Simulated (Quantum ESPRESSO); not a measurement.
# Si2Ni (Fm-3m) in Quantum ESPRESSO: a series of runs

Runs on Si2Ni. Level: PBEsol. Tasks: projected density of states.

Program: Quantum ESPRESSO 7.5. These are calculated values, not measurements. Logs are shortened: lines on timing, memory, paths and dates and some standing lists are left out, and cuts for length are marked.

### 1 Starting point

It takes space group Fm-3m (No. 225, cubic). The conventional cell has a = 5.406 Å, b = 5.406 Å, c = 5.406 Å, α = 90.00°, β = 90.00°, γ = 90.00°. Ni (site symmetry m-3m) is surrounded by 8 Si at 2.34 Å. Around Si (site symmetry -43m) lie 4 Ni at 2.34 Å.

### 2 Projected density of states, PBEsol, collinear spin, ferromagnetic start

pw.in

```
&CONTROL
  calculation = 'scf'
  prefix = 'pwscf'
  outdir = './tmp'
  pseudo_dir = './pseudo'
  tprnfor = .true.
  tstress = .true.
  disk_io = 'low'
/
&SYSTEM
  ibrav = 0
  nat = 3
  ntyp = 2
  ecutwfc = 45
  ecutrho = 360
  nbnd = 23
  occupations = 'smearing'
  smearing = 'fd'
  degauss = 0.00367493
  nspin = 2
  starting_magnetization(1) = 0.0556
  starting_magnetization(2) = 0
/
&ELECTRONS
  conv_thr = 6d-10
  electron_maxstep = 120
  mixing_beta = 0.3
/
ATOMIC_SPECIES
Ni    58.6934 ni_pbesol_v1.4.uspp.F.UPF
Si    28.0850 si_pbesol_v1.uspp.F.UPF
CELL_PARAMETERS bohr
   0.0000000000    5.1079297149    5.1079297149
   5.1079297149    0.0000000000    5.1079297149
   5.1079297149    5.1079297149    0.0000000000
ATOMIC_POSITIONS bohr
Ni     0.0000000000    0.0000000000    0.0000000000
Si     7.6618945723    7.6618945723    7.6618945723
Si     2.5539648574    2.5539648574    2.5539648574
K_POINTS automatic
6 6 6 0 0 0
```

nscf.in

```
&CONTROL
  calculation = 'nscf'
  prefix = 'pwscf'
  outdir = './tmp'
  pseudo_dir = './pseudo'
  disk_io = 'low'
/
&SYSTEM
  ibrav = 0
  nat = 3
  ntyp = 2
  ecutwfc = 45
  ecutrho = 360
  nbnd = 23
  occupations = 'tetrahedra_opt'
  nspin = 2
  starting_magnetization(1) = 0.0556
  starting_magnetization(2) = 0
/
&ELECTRONS
  conv_thr = 1d-08
  electron_maxstep = 120
  mixing_beta = 0.3
  startingwfc = 'random'
/
ATOMIC_SPECIES
Ni    58.6934 ni_pbesol_v1.4.uspp.F.UPF
Si    28.0850 si_pbesol_v1.uspp.F.UPF
CELL_PARAMETERS bohr
   0.0000000000    5.1079297149    5.1079297149
   5.1079297149    0.0000000000    5.1079297149
   5.1079297149    5.1079297149    0.0000000000
ATOMIC_POSITIONS bohr
Ni     0.0000000000    0.0000000000    0.0000000000
Si     7.6618945723    7.6618945723    7.6618945723
Si     2.5539648574    2.5539648574    2.5539648574
K_POINTS automatic
9 9 9 0 0 0
```

projwfc.in

```
&PROJWFC
  prefix = 'pwscf'
  outdir = './tmp'
  filpdos = 'p'
  Emin = -2
  Emax = 23
  DeltaE = 0.05
/
```

Potentials or basis: GBRV 1.5 PBEsol.

Run with:

```sh
OMP_NUM_THREADS=1 mpirun -n 2 pw.x -nk 2 -in pw.in > pw.out
OMP_NUM_THREADS=1 mpirun -n 2 pw.x -nk 2 -in nscf.in > nscf.out
OMP_NUM_THREADS=1 mpirun -n 1 projwfc.x -in projwfc.in > projwfc.out
```

pw.out:

```text
This program is part of the open-source Quantum ESPRESSO suite
     for quantum simulation of materials; please cite
         "P. Giannozzi et al., J. Phys.:Condens. Matter 21 395502 (2009);
         "P. Giannozzi et al., J. Phys.:Condens. Matter 29 465901 (2017);
         "P. Giannozzi et al., J. Chem. Phys. 152 154105 (2020);
     in publications or presentations arising from this work. More details at

     Message from routine setup:
     using ibrav=0 with symmetry is DISCOURAGED, use correct ibrav instead

     K-points division:     npool     =       2
     Subspace diagonalization in iterative solution of the eigenvalue problem:
     a serial algorithm will be used

     G-vector sticks info
     --------------------
     sticks:   dense  smooth     PW     G-vecs:    dense   smooth      PW
     Sum        1285     649    199                30731    10969    1893

     Using Slab Decomposition

     bravais-lattice index     =            0
     lattice parameter (alat)  =       7.2237  a.u.
     unit-cell volume          =     266.5414 (a.u.)^3
     number of atoms/cell      =            3
     number of atomic types    =            2
     number of electrons       =        26.00
     number of Kohn-Sham states=           23
     kinetic-energy cutoff     =      45.0000  Ry
     charge density cutoff     =     360.0000  Ry
     scf convergence threshold =      6.0E-10
     mixing beta               =       0.3000
     number of iterations used =            8  plain     mixing
     Exchange-correlation= SLA  PW   PSX  PSC
                           (   1   4  10   8   0   0   0)

     celldm(1)=   7.223703  celldm(2)=   0.000000  celldm(3)=   0.000000
     celldm(4)=   0.000000  celldm(5)=   0.000000  celldm(6)=   0.000000

     crystal axes: (cart. coord. in units of alat)
               a(1) = (   0.000000   0.707107   0.707107 )
               a(2) = (   0.707107   0.000000   0.707107 )
               a(3) = (   0.707107   0.707107   0.000000 )

     reciprocal axes: (cart. coord. in units 2 pi/alat)
               b(1) = ( -0.707107  0.707107  0.707107 )
               b(2) = (  0.707107 -0.707107  0.707107 )
               b(3) = (  0.707107  0.707107 -0.707107 )

     PseudoPot. # 1 for Ni read from file:
     ni_pbesol_v1.4.uspp.F.UPF
     Pseudo is Ultrasoft + core correction, Zval = 18.0
     Generated by new atomic code, or converted to UPF format
     Using radial grid of  865 points,  6 beta functions with:
                l(1) =   0
                l(2) =   0
                l(3) =   1
                l(4) =   1
                l(5) =   2
                l(6) =   2
     Q(r) pseudized with 10 coefficients,  rinner =    0.980   0.980   0.980
                                                       0.980   0.980

     PseudoPot. # 2 for Si read from file:
     si_pbesol_v1.uspp.F.UPF
     Pseudo is Ultrasoft + core correction, Zval =  4.0
     Generated by new atomic code, or converted to UPF format
     Using radial grid of  899 points,  6 beta functions with:
                l(1) =   0
                l(2) =   0
                l(3) =   1
                l(4) =   1
                l(5) =   2
                l(6) =   2
     Q(r) pseudized with  8 coefficients,  rinner =    0.900   0.900   0.900
                                                       0.900   0.900

     atomic species   valence    mass     pseudopotential
     Ni               18.00    58.69340     Ni( 1.00)
     Si                4.00    28.08500     Si( 1.00)

     Starting magnetic structure
     atomic species   magnetization
     Ni              0.056
     Si              0.000

     48 Sym. Ops., with inversion, found

   Cartesian axes

     site n.     atom                  positions (alat units)
         1        Ni     tau(   1) = (   0.0000000   0.0000000   0.0000000  )
         2        Si     tau(   2) = (   1.0606602   1.0606602   1.0606602  )
         3        Si     tau(   3) = (   0.3535534   0.3535534   0.3535534  )

     number of k points=    16  Fermi-Dirac smearing, width (Ry)=  0.0037
                       cart. coord. in units 2pi/alat
        k(    1) = (   0.0000000   0.0000000   0.0000000), wk =   0.0046296
        k(    2) = (   0.1178511   0.1178511  -0.1178511), wk =   0.0370370
        k(    3) = (   0.2357023   0.2357023  -0.2357023), wk =   0.0370370
        k(    4) = (  -0.3535534  -0.3535534   0.3535534), wk =   0.0185185
        k(    5) = (   0.2357023   0.0000000  -0.0000000), wk =   0.0277778
        k(    6) = (   0.3535534   0.1178511  -0.1178511), wk =   0.1111111
[... 8 lines left out ...]
        k(   15) = (  -0.1178511  -0.3535534   0.5892557), wk =   0.1111111
        k(   16) = (  -0.7071068   0.2357023   0.0000000), wk =   0.0555556

     Dense  grid:    30731 G-vectors     FFT dimensions: (  45,  45,  45)

     Smooth grid:    10969 G-vectors     FFT dimensions: (  32,  32,  32)

     Check: negative core charge=   -0.000002
     Generating pointlists ...
     new r_m :   0.2526 (alat units)  1.8247 (a.u.) for type    1
     new r_m :   0.2526 (alat units)  1.8247 (a.u.) for type    2

     Initial potential from superposition of free atoms

     starting charge      23.9987, renormalised to      26.0000
     Starting wfcs are   21 randomized atomic wfcs +    2 random wfcs

     Self-consistent Calculation

     iteration #  1     ecut=    45.00 Ry     beta= 0.30
     Davidson diagonalization with overlap
     ethr =  1.00E-02,  avg # of iterations =  5.4

     total energy              =    -345.74466564 Ry
     estimated scf accuracy    <      51.24722661 Ry

     total magnetization       =     0.04 Bohr mag/cell
     absolute magnetization    =     0.10 Bohr mag/cell
[... 238 lines left out ...]
     total magnetization       =    -0.00 Bohr mag/cell
     absolute magnetization    =     0.00 Bohr mag/cell

     iteration # 26     ecut=    45.00 Ry     beta= 0.30
     Davidson diagonalization with overlap
     ethr =  8.70E-11,  avg # of iterations =  2.0

     Magnetic moment per site  (integrated on atomic sphere of radius R)
     atom   1 (R=0.253)  charge= 16.5874  magn=  0.0000
     atom   2 (R=0.253)  charge=  1.7599  magn=  0.0000
     atom   3 (R=0.253)  charge=  1.7599  magn=  0.0000

     End of self-consistent calculation

 ------ SPIN UP ------------

          k = 0.0000 0.0000 0.0000 (  1363 PWs)   bands (ev):

   -91.2635 -51.8151 -51.8151 -51.8151  -0.8087   7.8575   7.8575   7.8575
     9.5662   9.5662  12.7707  14.8088  14.8088  14.8088  15.3090  15.3090
    15.3090  17.7564  17.7564  17.7564  20.0175  20.0175  22.0116

          k = 0.1179 0.1179-0.1179 (  1369 PWs)   bands (ev):

   -91.2635 -51.8154 -51.8152 -51.8152  -0.3973   7.0542   7.9810   7.9810
     9.5033   9.5033  11.6503  13.6042  13.6042  13.7575  16.0006  16.0006
    16.9970  17.4700  17.4700  17.9867  22.1305  22.1305  23.8393
[... 31 lines left out ...]
          k =-0.1179-0.3536 0.3536 (  1355 PWs)   bands (ev):

   -91.2635 -51.8160 -51.8155 -51.8153   1.7075   4.4977   7.5088   8.5254
     9.1662   9.2339   9.8286  10.5460  11.8625  14.1155  15.5326  16.2382
    18.5059  19.5915  19.9014  22.1402  24.6442  25.1118  27.7097

          k = 0.0000-0.2357 0.2357 (  1366 PWs)   bands (ev):

   -91.2635 -51.8156 -51.8153 -51.8152   0.2785   6.2498   7.7032   8.3036
     9.2167   9.6452  10.6217  11.1588  13.4292  15.0418  15.1263  15.2051
    17.4842  18.0919  18.7449  21.1331  21.6821  25.4175  25.9290

          k = 0.4714 0.0000-0.0000 (  1347 PWs)   bands (ev):

   -91.2635 -51.8159 -51.8154 -51.8154   1.3339   6.1555   7.4051   8.1668
     8.1668   9.8705  10.2467  10.4139  10.4139  12.6878  14.6316  19.7968
    19.7968  19.9471  20.5493  23.1632  23.1632  25.0907  26.6661
[... 7 lines left out ...]
          k =-0.0000-0.4714 0.4714 (  1360 PWs)   bands (ev):

   -91.2635 -51.8159 -51.8159 -51.8154   3.2768   4.0618   6.0195   8.2793
     8.7338   9.1301   9.8130  10.1253  10.8270  13.4928  16.9759  18.2660
    18.4676  20.7137  20.8297  21.4276  24.7826  27.4493  27.8547

          k =-0.7071 0.0000 0.0000 (  1362 PWs)   bands (ev):

   -91.2635 -51.8162 -51.8155 -51.8155   3.2161   4.9777   5.7552   8.5293
     8.5293   9.4747   9.4747   9.6165   9.9757  12.6913  14.4189  20.8025
    21.3679  21.3679  22.8294  24.0763  24.0763  27.3162  27.8456

          k =-0.2357-0.4714 0.7071 (  1360 PWs)   bands (ev):

   -91.2635 -51.8159 -51.8156 -51.8154   1.8396   5.1933   7.2258   7.8162
     8.6908   9.4087   9.9220  10.1792  11.1688  14.1433  15.6570  16.7854
    18.8929  20.2570  21.6149  22.3175  23.8037  25.1402  27.0841

          k =-0.1179-0.3536 0.5893 (  1358 PWs)   bands (ev):

   -91.2635 -51.8160 -51.8157 -51.8154   3.4451   3.7453   6.9364   7.0413
     8.9532   9.4362   9.6362  10.1496  10.7831  14.6793  15.2402  18.6728
    18.8412  19.8930  20.3536  24.1074  24.9811  26.0577  26.2238

          k =-0.7071 0.2357 0.0000 (  1368 PWs)   bands (ev):

   -91.2635 -51.8160 -51.8157 -51.8155   3.6417   4.7911   5.4837   6.9814
     9.1212   9.4386   9.4759   9.8974  10.5316  13.8725  16.0887  17.1085
    20.2350  21.4361  22.5366  23.8283  24.6600  26.0658  26.5167

 ------ SPIN DOWN ----------

          k = 0.0000 0.0000 0.0000 (  1363 PWs)   bands (ev):

   -91.2634 -51.8150 -51.8150 -51.8150  -0.8087   7.8575   7.8575   7.8575
     9.5662   9.5662  12.7707  14.8088  14.8088  14.8088  15.3090  15.3090
    15.3090  17.7564  17.7564  17.7564  20.0175  20.0175  22.0117

          k = 0.1179 0.1179-0.1179 (  1369 PWs)   bands (ev):

   -91.2634 -51.8153 -51.8151 -51.8151  -0.3973   7.0542   7.9810   7.9810
     9.5033   9.5033  11.6503  13.6042  13.6042  13.7575  16.0006  16.0006
    16.9971  17.4701  17.4701  17.9868  22.1305  22.1305  23.8393
[... 31 lines left out ...]
          k =-0.1179-0.3536 0.3536 (  1355 PWs)   bands (ev):

   -91.2634 -51.8159 -51.8154 -51.8152   1.7075   4.4977   7.5088   8.5254
     9.1662   9.2339   9.8286  10.5460  11.8625  14.1155  15.5326  16.2382
    18.5059  19.5915  19.9014  22.1402  24.6442  25.1118  27.7097

          k = 0.0000-0.2357 0.2357 (  1366 PWs)   bands (ev):

   -91.2634 -51.8156 -51.8153 -51.8151   0.2785   6.2498   7.7032   8.3036
     9.2167   9.6452  10.6217  11.1588  13.4291  15.0418  15.1263  15.2051
    17.4842  18.0919  18.7449  21.1331  21.6821  25.4175  25.9290

          k = 0.4714 0.0000-0.0000 (  1347 PWs)   bands (ev):

   -91.2634 -51.8159 -51.8154 -51.8154   1.3339   6.1555   7.4051   8.1668
     8.1668   9.8705  10.2467  10.4139  10.4139  12.6878  14.6316  19.7969
    19.7969  19.9471  20.5493  23.1632  23.1632  25.0908  26.6661
[... 7 lines left out ...]
          k =-0.0000-0.4714 0.4714 (  1360 PWs)   bands (ev):

   -91.2634 -51.8158 -51.8158 -51.8153   3.2768   4.0618   6.0195   8.2793
     8.7338   9.1301   9.8130  10.1253  10.8270  13.4928  16.9759  18.2660
    18.4676  20.7138  20.8297  21.4276  24.7826  27.4493  27.8547

          k =-0.7071 0.0000 0.0000 (  1362 PWs)   bands (ev):

   -91.2634 -51.8161 -51.8155 -51.8155   3.2161   4.9777   5.7552   8.5293
     8.5293   9.4747   9.4747   9.6165   9.9758  12.6914  14.4189  20.8025
    21.3679  21.3679  22.8294  24.0763  24.0763  27.3162  27.8459

          k =-0.2357-0.4714 0.7071 (  1360 PWs)   bands (ev):

   -91.2634 -51.8159 -51.8155 -51.8153   1.8396   5.1933   7.2259   7.8162
     8.6908   9.4087   9.9220  10.1793  11.1689  14.1433  15.6570  16.7854
    18.8929  20.2570  21.6149  22.3175  23.8037  25.1402  27.0841

          k =-0.1179-0.3536 0.5893 (  1358 PWs)   bands (ev):

   -91.2634 -51.8159 -51.8157 -51.8154   3.4450   3.7453   6.9364   7.0413
     8.9532   9.4362   9.6362  10.1497  10.7831  14.6794  15.2402  18.6728
    18.8412  19.8931  20.3536  24.1074  24.9811  26.0577  26.2238

          k =-0.7071 0.2357 0.0000 (  1368 PWs)   bands (ev):

   -91.2634 -51.8160 -51.8156 -51.8155   3.6417   4.7911   5.4837   6.9814
     9.1212   9.4386   9.4760   9.8974  10.5316  13.8726  16.0888  17.1085
    20.2350  21.4362  22.5366  23.8283  24.6600  26.0659  26.5167

     the Fermi energy is    13.1343 ev

!    total energy              =    -362.30409412 Ry
     estimated scf accuracy    <          1.7E-10 Ry
     smearing contrib. (-TS)   =      -0.00066016 Ry
     internal energy E=F+TS    =    -362.30343396 Ry

     The total energy is F=E-TS. E is the sum of the following terms:
     one-electron contribution =    -290.80364801 Ry
     hartree contribution      =     158.25851304 Ry
     xc contribution           =     -43.96483511 Ry
     ewald contribution        =    -185.79346389 Ry

     total magnetization       =     0.00 Bohr mag/cell
     absolute magnetization    =     0.00 Bohr mag/cell

     convergence has been achieved in  26 iterations

     Forces acting on atoms (cartesian axes, Ry/au):

     atom    1 type  1   force =    -0.00000000   -0.00000000    0.00000000
     atom    2 type  2   force =     0.00000000    0.00000000    0.00000000
     atom    3 type  2   force =     0.00000000    0.00000000    0.00000000

     Total force =     0.000000     Total SCF correction =     0.000000

     Computing stress (Cartesian axis) and pressure

          total   stress  (Ry/bohr**3)                   (kbar)     P=       -7.70
  -0.00005233  -0.00000000  -0.00000000           -7.70       -0.00       -0.00
  -0.00000000  -0.00005233  -0.00000000           -0.00       -7.70       -0.00
  -0.00000000  -0.00000000  -0.00005233           -0.00       -0.00       -7.70

=------------------------------------------------------------------------------=
   JOB DONE.
=------------------------------------------------------------------------------=
```

It took 38 s on 2 MPI ranks of Arm Neoverse V2, shared host; peak memory 0.24 GiB.

Results:

```yaml
Free_energy: -4929.3983 eV
Pressure: -0.8 GPa
Band_gap_on_the_k_mesh: none (metal or under the smearing width)
Net_moment: 0.00 μB per cell
Absolute_moment: 0.00 μB per cell
Valence_electrons_inside_the_program's_atomic_spheres: Ni 16.59; Si 1.76
Loewdin_charges: Ni -1.11; Si +0.67 e
```

Levels at points of the mesh, in eV from the Fermi level:
Spin up:
```tsv
k point	band 11	band 12	band 13	band 14	band 15	band 16
(0.00, 0.00, 0.00)	-0.36	1.67	1.67	1.67	2.17	2.17
(0.00, 0.00, -0.50)	-3.38	-1.52	-1.52	1.66	1.76	1.76
(0.00, -0.50, -0.50)	-3.66	-3.52	-3.16	-0.44	1.28	7.67
```
Spin down:
```tsv
k point	band 11	band 12	band 13	band 14	band 15	band 16
(0.00, 0.00, 0.00)	-0.36	1.67	1.67	1.67	2.17	2.17
(0.00, 0.00, -0.50)	-3.38	-1.52	-1.52	1.66	1.76	1.76
(0.00, -0.50, -0.50)	-3.66	-3.52	-3.16	-0.44	1.28	7.67
```

States per cell in windows of 0.5 eV (zero at the Fermi level; states under -8 eV left out):
```csv
from (eV),up,down,Ni#1 d wfc3,Si#2 p wfc2,Si#3 p wfc2,Ni#1 p wfc5,Ni#1 s wfc4,Si#2 s wfc1
-8.0,0.19,0.19,0.06,0.05,0.05,0.04,0.01,0.07
-7.5,0.20,0.20,0.07,0.08,0.08,0.03,0.02,0.06
-7.0,0.20,0.20,0.08,0.10,0.10,0.03,0.02,0.03
-6.5,0.23,0.23,0.10,0.12,0.12,0.04,0.02,0.02
-6.0,0.28,0.28,0.16,0.15,0.15,0.05,0.02,0.02
-5.5,0.67,0.67,0.60,0.29,0.29,0.08,0.04,0.02
-5.0,0.80,0.80,0.84,0.30,0.30,0.09,0.03,0.02
-4.5,0.60,0.60,0.72,0.17,0.17,0.07,0.03,0.01
-4.0,0.82,0.82,1.32,0.10,0.10,0.04,0.04,0.01
-3.5,1.22,1.22,2.16,0.05,0.05,0.06,0.05,0.00
-3.0,0.64,0.64,0.93,0.07,0.07,0.14,0.03,0.00
-2.5,0.53,0.53,0.61,0.11,0.11,0.18,0.01,0.01
-2.0,0.36,0.36,0.29,0.12,0.12,0.17,0.01,0.01
-1.5,0.22,0.22,0.14,0.08,0.08,0.12,0.01,0.01
-1.0,0.13,0.13,0.07,0.04,0.04,0.08,0.00,0.01
-0.5,0.17,0.17,0.13,0.04,0.04,0.05,0.00,0.04
0.0,0.23,0.23,0.17,0.05,0.05,0.04,0.01,0.07
0.5,0.34,0.34,0.19,0.11,0.11,0.04,0.01,0.09
1.0,0.39,0.39,0.16,0.15,0.15,0.06,0.01,0.10
1.5,0.11,0.11,0.04,0.04,0.04,0.01,0.04,0.02
2.0,0.42,0.42,0.16,0.22,0.22,0.04,0.06,0.03
2.5,0.51,0.51,0.14,0.25,0.25,0.10,0.07,0.07
3.0,0.29,0.29,0.06,0.13,0.13,0.05,0.06,0.04
3.5,0.24,0.24,0.04,0.12,0.12,0.05,0.03,0.04
4.0,0.46,0.46,0.06,0.23,0.23,0.10,0.07,0.04
4.5,0.40,0.40,0.04,0.21,0.21,0.09,0.06,0.03
5.0,0.33,0.33,0.03,0.18,0.18,0.07,0.05,0.02
5.5,0.37,0.37,0.03,0.20,0.20,0.08,0.06,0.03
6.0,0.39,0.39,0.02,0.18,0.18,0.12,0.07,0.02
6.5,0.32,0.32,0.02,0.16,0.16,0.10,0.04,0.02
7.0,0.33,0.33,0.02,0.15,0.15,0.10,0.05,0.02
7.5,0.36,0.36,0.02,0.16,0.16,0.11,0.04,0.01
```

Caveat: the k mesh is coarse.

(Continued in part 2 of 2.)
